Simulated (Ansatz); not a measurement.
Theory: Ansatz 0.2.0, DFT PBE, scalar-relativistic, plane waves, PAW. Settings: cutoff 420 eV, Γ-centred meshes spaced at most about 0.3 Å⁻¹, and about 0.25 Å⁻¹ or finer for metals (2π included), Gaussian smearing. No spin polarisation.

All energies are static (0 K, no zero-point motion).

Two relaxed structures of Be4S:

A. Space group I4/mmm (No. 139), tetragonal, a = 4.499 Å, c = 5.823 Å. Be on a site of symmetry 4mm has 1 Be at 1.93 Å, 1 S at 1.95 Å and 4 Be at 2.45 Å; Be on a site of symmetry mmm has 2 S at 2.25 Å and 4 Be at 2.45 Å; around S lie 2 Be at 1.95 Å and 4 Be at 2.25 Å.

B. Space group Pm-3m (No. 221), cubic, a = 4.007 Å. Be on a site of symmetry 4/mmm is surrounded by 2 S at 2.00 Å and 12 Be at 2.83 Å; around Be on a site of symmetry m-3m lie 12 Be at 2.83 Å (long contacts); S has 6 Be at 2.00 Å.

Question: Which form is favoured at zero pressure, and by what margin per atom?

Answer: A is lower, by 0.37 eV/atom. A has space group I4/mmm (No. 139), 11.8 Å³/atom and no gap on its mesh; B has space group Pm-3m (No. 221), 12.9 Å³/atom and no gap. Counting Be atoms around S (those within 1.25 times the shortest such distance or 1.15 times the sum of covalent radii; a plus sign parts nearer from farther groups), A has S 2+4 and B has S 6. The denser one is the lower, and pressure would at first widen the difference. Even the lower one lies +0.56 eV/atom against the reference forms of the elements (uncorrected), so neither is stable at this level. Both come from invented guesses. The lowest form computed isn't among them: it has space group P-43m (No. 215), 11.6 Å³/atom and lies 0.33 eV/atom below the best shown.

Cells relaxed within their symmetry can be saddle points. Some types were kept out of the candidates beforehand, so the set may lack a known form.
